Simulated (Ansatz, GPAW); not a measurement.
# Ballistic transport through a Pb chain with an H atom on top of one atom, from relaxation to T(E), part 3 of 4

Aim: the conductance of a Pb chain with an H atom on top of one atom after relaxation, and whether geometry, basis or functional moves it most.

GPAW 26.7.0 and Ansatz 0.2.0; Ansatz plane waves; relaxation of the junction with the lead ends held; PAW set soft_1 (the session's first sound run).

So far, transmission at the Fermi level (one spin): step 3 (plane-wave reference (PBE)) 1.89.

**4. Double-zeta polarised basis**

The script solves lead and junction separately, takes H and S in the orbital basis, and joins semi-infinite leads through their self-energies; the dzp basis is the working standard.

This step: GPAW LCAO, PAW setups; Landauer transmission from Green's functions with principal layers (ASE), zero bias (GPAW 26.7.0).

run.py reads:

```python
import json
import numpy as np
from ase import Atoms
from ase.transport.calculators import TransportCalculator
from gpaw import GPAW, FermiDirac
from gpaw.lcao.tools import get_lcao_hamiltonian
from scipy.linalg import eigh

# The junction with lead layers at both ends, along the third cell vector
device = Atoms(
    ['Pb', 'Pb', 'Pb', 'Pb', 'Pb', 'Pb', 'Pb', 'H', 'Pb', 'Pb', 'Pb', 'Pb', 'Pb', 'Pb'],
    positions=[
        [4.50000, 4.50000, 1.45000],
        [4.50000, 4.50000, 4.35000],
        [4.50000, 4.50000, 7.25000],
        [4.50000, 4.50000, 10.15000],
        [3.47301, 4.36968, 12.94873],
        [4.59851, 4.51373, 15.69812],
        [4.05990, 4.42749, 18.83816],
        [5.91837, 4.72292, 18.85745],
        [4.58707, 4.49531, 21.98064],
        [3.49696, 4.31852, 24.74264],
        [4.50000, 4.50000, 27.55000],
        [4.50000, 4.50000, 30.45000],
        [4.50000, 4.50000, 33.35000],
        [4.50000, 4.50000, 36.25000]],
    cell=[[9.0, 0.0, 0.0], [0.0, 9.0, 0.0], [0.0, 0.0, 37.7]],
    pbc=True)

# One principal layer of the lead: the first 3 atoms of the device
lead = Atoms(
    ['Pb', 'Pb', 'Pb'],
    positions=[
        [4.50000, 4.50000, 1.45000],
        [4.50000, 4.50000, 4.35000],
        [4.50000, 4.50000, 7.25000]],
    cell=[[9.0, 0.0, 0.0], [0.0, 9.0, 0.0], [0.0, 0.0, 8.7]],
    pbc=True)

settings = dict(mode='lcao', basis='dzp', xc='PBE', h=0.2,
                occupations=FermiDirac(0.1), maxiter=250,
                mixer=dict(beta=0.1, nmaxold=8, weight=100.0),
                convergence=dict(density=0.0001))
energies = np.arange(-2, 2 + 1e-9, 0.025)
eta = 0.0001
n1, n2 = 1, 1
# k and -k transmit alike, so half of the mesh across the current serves
mesh = [(i, j) for i in range(n1) for j in range(n2) if (i, j) <= (-i % n1, -j % n2)]
weights = np.array([1 if (i, j) == (-i % n1, -j % n2) else 2 for i, j in mesh]) / (n1 * n2)


def ground_state(atoms, size, txt):
    atoms.calc = GPAW(kpts={'size': size, 'gamma': True}, symmetry={'tolerance': 1e-3}, txt=txt, **settings)
    atoms.get_potential_energy()
    return atoms.calc.get_fermi_level()


def blocks(atoms, fermi, points, nz, cells):
    """H - E_F S and S between cell 0 and the cells above it, at each point across the current."""
    kz = np.arange(nz) / nz
    calc = atoms.calc.fixed_density(kpts=[(*k, z) for k in points for z in kz], symmetry='off', txt=None)
    H, S = get_lcao_hamiltonian(calc)
    H = (H - fermi * S).reshape(len(H), len(points), nz, *S.shape[1:])
    S = S.reshape(H.shape[1:])
    phases = [np.exp(-2j * np.pi * kz * R) / nz for R in cells]
    return [(np.einsum('skzij,z->ksij', H, p), np.einsum('kzij,z->kij', S, p)) for p in phases]


def pair(a, b):
    return np.block([[a, b], [b.T.conj(), a]])


def count_channels(h, s, cells, nk=240):
    """Half the number of times that the lead's bands cross each energy, unfolded to its shortest repeat."""
    b = len(h) // cells
    bands = []
    for k in (np.arange(nk + 1) + 0.5) / nk:
        hk, sk = h[:b, :b].copy(), s[:b, :b].copy()
        for R in range(1, cells):
            phase, block = np.exp(2j * np.pi * k * R), slice(R * b, (R + 1) * b)
            hk += h[:b, block] * phase + (h[:b, block] * phase).T.conj()
            sk += s[:b, block] * phase + (s[:b, block] * phase).T.conj()
        w, u = eigh(sk)
        x = u[:, w > 1e-5] / w[w > 1e-5]**0.5  # drop near-dependent combinations
        bands.append(np.r_[eigh(x.T.conj() @ hk @ x, eigvals_only=True), [1e9] * (w <= 1e-5).sum()])
    below = np.array(bands)[:, :, None] < energies
    return (below[1:] != below[:-1]).sum((0, 1)) / 2


fermi_lead = ground_state(lead, (1, 1, 13), 'lead.txt')
fermi_device = ground_state(device, (1, 1, 2), 'device.txt')
T, channels, eigen, tail, misfit, shifts = [], [], [], 0.0, 0.0, []
for first in range(0, len(mesh), 566):
    points = [(i / n1, j / n2) for i, j in mesh[first:first + 566]]
    (H0k, S0k), (H1k, S1k), (H2k, _) = blocks(lead, fermi_lead, points, 5, range(3))
    [(Hk, Sk)] = blocks(device, fermi_device, points, 2, [0])
    tail = max(tail, abs(H2k).max())
    for H0, S0, H1, S1, H, S in zip(H0k, S0k, H1k, S1k, Hk, Sk):
        n = len(S0)
        # Shift the lead onto the potential of the device's first layer
        shift = ((H[:, 0, 0] - H0[:, 0, 0]) / S0[0, 0]).real.mean()
        shifts.append(shift)
        misfit = max(misfit, abs(H[:, :n, :n] - H0 - shift * S0).max())
        Tk, Ck, Ek = [], [], []
        for s in range(len(H)):
            t = s % len(H0)  # a lead without moments serves both spins
            h1, s1 = pair(H0[t] + shift * S0, H1[t] + shift * S1), pair(S0, S1)
            leads = dict(h1=h1, s1=s1, energies=energies, eta=eta, eta1=eta, eta2=eta)
            calc = TransportCalculator(h=H[s], s=S, eigenchannels=3, **leads)
            Tk.append(calc.get_transmission())
            Ek.append(np.sort(calc.eigenchannels_ne, axis=0)[::-1])
            Ck.append(count_channels(h1, s1, 6))
        T.append(Tk)
        channels.append(Ck)
        eigen.append(Ek)
T, channels = np.array(T), np.array(channels)
mean, open_channels = np.einsum('kse,k->se', T, weights), np.einsum('kse,k->se', channels, weights)

print(f'basis functions: device {len(S)}, principal layer {n}')
print(f'Fermi level: lead {fermi_lead:.4f} eV, device {fermi_device:.4f} eV; lead shifted by {np.mean(shifts):.4f} eV')
print(f'largest coupling past the next layer {tail:.2e} eV, largest misfit of the first layer {misfit:.3f} eV')
print('  E-E_F (eV)   ' + 'T (one spin)  channels')
for e, t, c in zip(energies, mean.T, open_channels.T):
    print(f'{e:10.3f}  ', *[f'{x:11.4e}' for x in t], *[f'{x:9.4f}' for x in c])

kT = 8.617333e-5 * 300
fine = np.linspace(energies[0], energies[-1], 4001)
both = np.exp(np.interp(fine, energies, np.log(np.maximum(mean.sum(0) * 2 / len(mean), 1e-30))))
fermi = lambda mu: 1 / (1 + np.exp(np.clip((fine - mu) / kT, -200, 200)))
slope = fermi(0) * (1 - fermi(0)) / kT
G = np.trapezoid(both * slope, fine) / 2
seebeck = -np.trapezoid(both * slope * fine, fine) / (2 * G * 300) * 1e6
print(f'conductance at 300 K: {G:.5g} G0 a cell; thermopower {seebeck:.4g} uV/K')
bias = [0.1, 0.2, 0.5, 1.0, 1.5, 2.0]
current = [38.74 * np.trapezoid(both * (fermi(V / 2) - fermi(-V / 2)), fine) for V in bias]
for V, I in zip(bias, current):
    print(f'current from the zero-bias T(E) at {V} V: {I:.5g} uA')
zero = abs(energies).argmin()
json.dump(dict(energies=energies.tolist(), T=mean.tolist(), channels=open_channels.tolist(), G=G, seebeck=seebeck,
               bias=bias, current=current, tail=tail, misfit=misfit, shift=np.mean(shifts), n_device=len(S), n_lead=n,
               fermi=[fermi_lead, fermi_device], energy=device.get_potential_energy(),
               moments=device.get_magnetic_moments().tolist(), mesh=mesh, weights=weights.tolist(),
               T_k=T[:, :, zero].tolist(), eigen=np.array(eigen[0]).tolist()), open('result.json', 'w'))
```

The run is started by

```bash
> OMP_NUM_THREADS=1 OPENBLAS_NUM_THREADS=1 python run.py
```

Numbers of over 12 decimals in the logs are rounded to 6 here.

Log:

```text
basis functions: device 304, principal layer 69
Fermi level: lead -2.5493 eV, device -2.4739 eV; lead shifted by 0.0130 eV
largest coupling past the next layer 2.76e-08 eV, largest misfit of the first layer 0.028 eV
  E-E_F (eV)   T (one spin)  [channel counts left out]
    -2.000    1.5084e-01
    -1.975    1.6581e-01
    -1.950    1.8264e-01
    -1.925    2.0158e-01
    -1.900    2.2292e-01
    -1.875    2.4699e-01
    -1.850    2.7416e-01
    -1.825    3.0485e-01
    -1.800    3.3950e-01
    -1.775    3.7854e-01
    -1.750    4.2240e-01
    -1.725    4.7140e-01
    -1.700    5.2567e-01
    -1.675    5.8502e-01
    -1.650    6.4876e-01
    -1.625    7.1550e-01
[...]
1.825    1.9388e+00
     1.850    1.9270e+00
     1.875    1.9131e+00
     1.900    1.8967e+00
     1.925    1.8775e+00
     1.950    1.8554e+00
     1.975    1.8300e+00
     2.000    1.8014e+00
conductance at 300 K: 1.8811 G0 a cell; thermopower 0.05194 uV/K
current from the zero-bias T(E) at 0.1 V: 14.566 uA
current from the zero-bias T(E) at 0.2 V: 29.089 uA
current from the zero-bias T(E) at 0.5 V: 72.327 uA
current from the zero-bias T(E) at 1.0 V: 141.97 uA
current from the zero-bias T(E) at 1.5 V: 200.11 uA
current from the zero-bias T(E) at 2.0 V: 244.63 uA
```

It took 82 s on 1 thread of Intel Xeon Platinum 8375C at 2.90GHz (Ice Lake), shared host; peak memory 1.2 GiB.

This step gave:

| Quantity | Value |
| --- | --- |
| conductance | 1.881 G₀ |
| largest coupling past the next principal layer | 2.76e-8 eV |
| largest misfit of the first principal layer | 0.02834 eV |
| shift that aligns the lead | 0.01305 eV |
| basis functions of the junction | 304 |
| basis functions of a principal layer | 69 |

One spin. The transmission, zone mean by energy, zero at the Fermi level:

energy (eV), transmission, zone mean and a bar:
```
   -2.000       0.15 
   -1.800       0.34 ###
   -1.600       0.78 ##########
   -1.475       1.00 ##############
   -1.400       0.93 #############
   -1.200       0.49 ######
   -1.000       0.28 ##
   -0.800       0.32 ###
   -0.600       1.18 #################
   -0.400       1.78 ##########################
   -0.200       1.87 ############################
    0.000       1.88 ############################
    0.200       1.84 ###########################
    0.400       1.84 ###########################
    0.600       1.91 ############################
    0.800       1.97 #############################
    1.000       2.00 ##############################
    1.175       2.01 ##############################
    1.200       2.01 ##############################
    1.400       2.00 ##############################
    1.600       1.99 ##############################
    1.800       1.95 #############################
    2.000       1.80 ###########################
```

Not self-consistent under bias; the bias window is split evenly. Table of current through one cell, from the zero-bias transmission by bias:

| bias (V) | current through one cell, from the zero-bias transmission (μA) |
| --- | --- |
| 0.100 | 14.6 |
| 0.200 | 29.1 |
| 0.500 | 72.3 |
| 1.000 | 142 |
| 1.500 | 200 |
| 2.000 | 245 |

Transmission of the three most open eigenchannels against energy, zero at the Fermi level:

| energy (eV) | channel 1 | channel 2 | channel 3 |
| --- | --- | --- | --- |
| -2.000 | 0.151 | 0 | 0 |
| -1.800 | 0.339 | 0 | 0 |
| -1.600 | 0.783 | 0 | 0 |
| -1.400 | 0.927 | 0 | 0 |
| -1.200 | 0.492 | 0 | 0 |
| -1.000 | 0.281 | 0 | 0 |
| -0.800 | 0.316 | 0 | 0 |
| -0.600 | 0.997 | 0.184 | 0.00240 |
| -0.400 | 0.995 | 0.776 | 0.00812 |
| -0.200 | 0.997 | 0.850 | 0.0200 |
| 0.000 | 0.987 | 0.858 | 0.0393 |
| 0.200 | 0.916 | 0.862 | 0.0648 |
| 0.400 | 0.914 | 0.829 | 0.0922 |
| 0.600 | 0.986 | 0.807 | 0.116 |
| 0.800 | 0.991 | 0.852 | 0.130 |
| 1.000 | 0.957 | 0.926 | 0.121 |
| 1.200 | 0.975 | 0.944 | 0.0904 |
| 1.400 | 0.994 | 0.956 | 0.0530 |
| 1.600 | 0.998 | 0.964 | 0.0256 |
| 1.800 | 0.999 | 0.938 | 0.0117 |
| 2.000 | 0.999 | 0.797 | 0.00538 |

At the Fermi level T is 1.88 against 1.89 in plane waves. Couplings past the next layer reach 2.8e-8 eV, small enough to drop; the matrix elements of the cell's first layer differ from the bulk lead's by up to 0.028 eV. That layer keeps its own values in the calculation, and only beyond it is the lead taken as perfect. The Fermi levels of lead and junction count from different zeros of potential, one for each periodic cell; with both set to zero, the small remaining shift is what aligns them. Without spin-orbit coupling, which is large for these atoms, channel counts and T are those of the scalar-relativistic bands. By hand: G = 1.881 × 77.48 μS = 146 μS, a resistance of 6.86 kΩ; at 0.1 V a linear junction would pass 14.6 μA, and the integral over the bias window gives 14.6 μA.

**5. GPAW, szp: basis = "szp(dzp)"**

The second zeta is dropped, the polarisation orbitals stay.

run.py, as its differences from that of step 4:

```diff
@@ -39,3 +39,3 @@
 
-settings = dict(mode='lcao', basis='dzp', xc='PBE', h=0.2,
+settings = dict(mode='lcao', basis='szp(dzp)', xc='PBE', h=0.2,
                 occupations=FermiDirac(0.1), maxiter=250,
```

Log:

```text
basis functions: device 186, principal layer 42
Fermi level: lead -2.7191 eV, device -2.6263 eV; lead shifted by 0.0109 eV
largest coupling past the next layer 2.75e-08 eV, largest misfit of the first layer 0.025 eV
  E-E_F (eV)   T (one spin)  [channel counts left out]
    -2.000    1.5955e-01
    -1.975    1.7682e-01
    -1.950    1.9601e-01
[...]
1.975    1.8225e+00
     2.000    1.7956e+00
conductance at 300 K: 1.8917 G0 a cell; thermopower 0.4391 uV/K
current from the zero-bias T(E) at 0.1 V: 14.651 uA
current from the zero-bias T(E) at 0.2 V: 29.268 uA
current from the zero-bias T(E) at 0.5 V: 72.692 uA
current from the zero-bias T(E) at 1.0 V: 142.5 uA
current from the zero-bias T(E) at 1.5 V: 200.4 uA
current from the zero-bias T(E) at 2.0 V: 245.34 uA
```

The job ended after 68 s (1 thread; peak memory 1.2 GiB).

Numbers from this step:

| Property | Result |
| --- | --- |
| conductance | 1.892 G₀ |
| largest coupling past the next principal layer | 2.75e-8 eV |
| largest misfit of the first principal layer | 0.02491 eV |
| shift that aligns the lead | 0.01090 eV |
| basis functions of the junction | 186 |
| basis functions of a principal layer | 42 |
| transmission at the Fermi level (one spin) | 1.894 |

The conductance, 1.89 G₀, lies 0.6 % above that of the dzp run.

**6. GPAW, sz: basis = "sz(dzp)"**

The minimal basis is the cheapest rung: no second zeta and no polarisation.

run.py, as its differences from that of step 5:

```diff
@@ -39,3 +39,3 @@
 
-settings = dict(mode='lcao', basis='szp(dzp)', xc='PBE', h=0.2,
+settings = dict(mode='lcao', basis='sz(dzp)', xc='PBE', h=0.2,
                 occupations=FermiDirac(0.1), maxiter=250,
```

Log:

```text
basis functions: device 118, principal layer 27
Fermi level: lead -2.6065 eV, device -2.5210 eV; lead shifted by 0.0185 eV
largest coupling past the next layer 2.77e-08 eV, largest misfit of the first layer 0.032 eV
  E-E_F (eV)   T (one spin)  [channel counts left out]
    -2.000    1.9458e-01
    -1.975    2.1466e-01
    -1.950    2.3695e-01
[...]
1.975    1.8363e+00
     2.000    1.8124e+00
conductance at 300 K: 1.8967 G0 a cell; thermopower 0.3133 uV/K
current from the zero-bias T(E) at 0.1 V: 14.689 uA
current from the zero-bias T(E) at 0.2 V: 29.344 uA
current from the zero-bias T(E) at 0.5 V: 72.871 uA
current from the zero-bias T(E) at 1.0 V: 143.44 uA
current from the zero-bias T(E) at 1.5 V: 203.63 uA
current from the zero-bias T(E) at 2.0 V: 248.09 uA
```

It took 51 s on 1 thread; peak memory 1.1 GiB.

Numbers from this step:

- conductance: 1.897 G₀
- largest coupling past the next principal layer: 2.77e-8 eV
- largest misfit of the first principal layer: 0.03174 eV
- shift that aligns the lead: 0.01847 eV
- basis functions of the junction: 118
- basis functions of a principal layer: 27
- transmission at the Fermi level (one spin): 1.899

The conductance, 1.90 G₀, lies 0.8 % above that of the dzp run.

**7. LDA in the dzp basis: xc = "LDA"**

Back in the dzp basis, the functional changes from PBE to LDA, to set the spread between functionals beside that between bases.

run.py, as its differences from that of step 6:

```diff
@@ -39,3 +39,3 @@
 
-settings = dict(mode='lcao', basis='sz(dzp)', xc='PBE', h=0.2,
+settings = dict(mode='lcao', basis='dzp', xc='LDA', h=0.2,
                 occupations=FermiDirac(0.1), maxiter=250,
```

Log:

```text
basis functions: device 304, principal layer 69
Fermi level: lead -2.8325 eV, device -2.7588 eV; lead shifted by 0.0119 eV
largest coupling past the next layer 2.83e-08 eV, largest misfit of the first layer 0.027 eV
  E-E_F (eV)   T (one spin)  [channel counts left out]
    -2.000    1.7029e-01
    -1.975    1.8396e-01
    -1.950    1.9995e-01
[...]
1.975    1.8201e+00
     2.000    1.7901e+00
conductance at 300 K: 1.9137 G0 a cell; thermopower 0.5077 uV/K
current from the zero-bias T(E) at 0.1 V: 14.825 uA
current from the zero-bias T(E) at 0.2 V: 29.628 uA
current from the zero-bias T(E) at 0.5 V: 73.486 uA
current from the zero-bias T(E) at 1.0 V: 143.83 uA
current from the zero-bias T(E) at 1.5 V: 202.03 uA
current from the zero-bias T(E) at 2.0 V: 246.82 uA
```

The job ended after 71 s (1 thread; peak memory 1.2 GiB).

This step gave:

| Quantity | Value |
| --- | --- |
| conductance | 1.914 G₀ |
| largest coupling past the next principal layer | 2.83e-8 eV |
| largest misfit of the first principal layer | 0.02735 eV |
| shift that aligns the lead | 0.01190 eV |
| basis functions of the junction | 304 |
| basis functions of a principal layer | 69 |
| transmission at the Fermi level (one spin) | 1.915 |

One spin. Table of transmission, zone mean by energy, zero at the Fermi level:

```csv
energy (eV),"transmission, zone mean"
-2.000,0.170
-1.900,0.240
-1.800,0.358
-1.700,0.549
-1.600,0.808
-1.500,0.992
-1.475,0.998
-1.400,0.909
-1.300,0.677
-1.200,0.477
-1.100,0.349
-1.000,0.277
-0.900,0.255
-0.800,0.316
-0.700,0.854
-0.600,1.17
-0.500,1.53
-0.400,1.79
-0.300,1.86
-0.200,1.89
-0.100,1.96
0.000,1.91
0.100,1.90
0.200,1.87
0.300,1.86
0.400,1.87
0.500,1.90
0.600,1.93
0.700,1.97
0.800,1.99
0.900,2.01
1.000,2.02
1.100,2.02
1.200,2.01
1.300,2.01
1.400,2.00
1.500,2.00
1.600,1.99
1.700,1.97
1.800,1.94
1.900,1.89
2.000,1.79
```

The conductance, 1.91 G₀, lies 1.7 % above that of the dzp run.

**8. Without the relaxation: geometry = "as built"**

The dzp basis with PBE on the structure as first built shows what the relaxation was worth.

run.py, as its differences from that of step 7:

```diff
@@ -16,8 +16,8 @@
         [4.50000, 4.50000, 10.15000],
-        [3.47301, 4.36968, 12.94873],
-        [4.59851, 4.51373, 15.69812],
-        [4.05990, 4.42749, 18.83816],
-        [5.91837, 4.72292, 18.85745],
-        [4.58707, 4.49531, 21.98064],
-        [3.49696, 4.31852, 24.74264],
+        [4.50000, 4.50000, 13.05000],
+        [4.50000, 4.50000, 15.95000],
+        [4.50000, 4.50000, 18.85000],
+        [6.09830, 4.50000, 18.85000],
+        [4.50000, 4.50000, 21.75000],
+        [4.50000, 4.50000, 24.65000],
         [4.50000, 4.50000, 27.55000],
@@ -39,3 +39,3 @@
 
-settings = dict(mode='lcao', basis='dzp', xc='LDA', h=0.2,
+settings = dict(mode='lcao', basis='dzp', xc='PBE', h=0.2,
                 occupations=FermiDirac(0.1), maxiter=250,
```

Log:

```text
basis functions: device 304, principal layer 69
Fermi level: lead -2.5493 eV, device -2.5397 eV; lead shifted by -0.0067 eV
largest coupling past the next layer 2.76e-08 eV, largest misfit of the first layer 0.009 eV
  E-E_F (eV)   T (one spin)  [channel counts left out]
    -2.000    9.6560e-01
    -1.975    9.6734e-01
    -1.950    9.6899e-01
[...]
1.975    2.0761e+00
     2.000    2.0741e+00
conductance at 300 K: 2.1988 G0 a cell; thermopower 0.1623 uV/K
current from the zero-bias T(E) at 0.1 V: 17.032 uA
current from the zero-bias T(E) at 0.2 V: 34.04 uA
current from the zero-bias T(E) at 0.5 V: 84.673 uA
current from the zero-bias T(E) at 1.0 V: 167.22 uA
current from the zero-bias T(E) at 1.5 V: 243.2 uA
current from the zero-bias T(E) at 2.0 V: 304.01 uA
```

Run time: 64 s. Hardware: 1 thread; peak memory 1.2 GiB.

Numbers from this step:

```yaml
conductance: 2.199 G₀
largest_coupling_past_the_next_principal_layer: 2.76e-8 eV
largest_misfit_of_the_first_principal_layer: 0.009047 eV
shift_that_aligns_the_lead: -0.006750 eV
transmission_at_the_fermi_level_one_spin: 2.200
```

One spin. Table of transmission, zone mean by energy, zero at the Fermi level:

```csv
energy (eV),"transmission, zone mean"
-2.000,0.966
-1.800,0.977
-1.600,0.985
-1.400,0.990
-1.200,0.993
-1.000,0.996
-0.800,0.998
-0.600,2.00
-0.400,2.10
-0.200,2.18
-0.050,2.20
0.000,2.20
0.200,2.17
0.400,2.14
0.600,2.13
0.800,2.13
1.000,2.12
1.200,2.12
1.400,2.11
1.600,2.10
1.800,2.09
2.000,2.07
```

The conductance, 2.20 G₀, lies 17 % above that of the dzp run.

**9. All levels side by side**

Times are wall times on the hardware named with each run. The runs compared:

```
no.      run  conductance (G₀)  time  memory (GiB)
  1   pw PBE             1.883  67 s           3.5
  2      dzp             1.881  82 s           1.2
  3      szp             1.892  68 s           1.2
  4       sz             1.897  51 s           1.1
  5  dzp LDA             1.914  71 s           1.2
  6  asbuilt             2.199  64 s           1.2
```

[end of part 3 of 4]

[Logs are printed without paths, hosts, clocks, repeated set-up lines and the standing remarks that a program may print on its own settings, such as how far it seeks lower states.]

[Hosts, paths, dates, database ids (printed as entryN), source tags and the programs' standing remarks are cut or masked in the printed files.]
